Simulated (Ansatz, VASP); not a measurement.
**KBr: 3 runs at one level of theory**

The starting cell:

```
CELL_PARAMETERS angstrom
0.00000 3.30000 3.30000
3.30000 0.00000 3.30000
3.30000 3.30000 0.00000
ATOMIC_POSITIONS crystal
Br 0.50000 0.50000 0.50000
K 0.00000 0.00000 0.00000
```

Alike in all runs: task relaxation of cell and atoms; functional BLYP; k mesh 7 × 7 × 7; occupations fermi-dirac, width 0.05 eV; no spin polarisation; no spin-orbit coupling.

| program and potentials | plane-wave cutoff (eV) | notes | equilibrium volume (Å³/atom) |
| --- | --- | --- | --- |
| Ansatz, Ansatz PAW | 420 | potentials made for PBE, which Ansatz adapts in part | 39.55 |
| VASP, PBE PAW files Br, K_sv, 600 eV | 600 | potentials made for PBE | 39.74 |
| Ansatz, all-electron LAPW, scalar-relativistic | - | - | 39.56 |

The equilibrium volume spans 39.55 (Ansatz, Ansatz PAW) to 39.74 Å³/atom (VASP, PBE PAW files Br, K_sv, 600 eV), with all-electron results at 39.56. Some sets were made for another functional than the one run, which can shift their rows. Relaxations stop with a little pressure left, so the last digit of a volume isn't settled.

The functional is the same throughout but for its coding, so the spread measures potentials, basis and numerics; runs on potential files found faulty are left out.
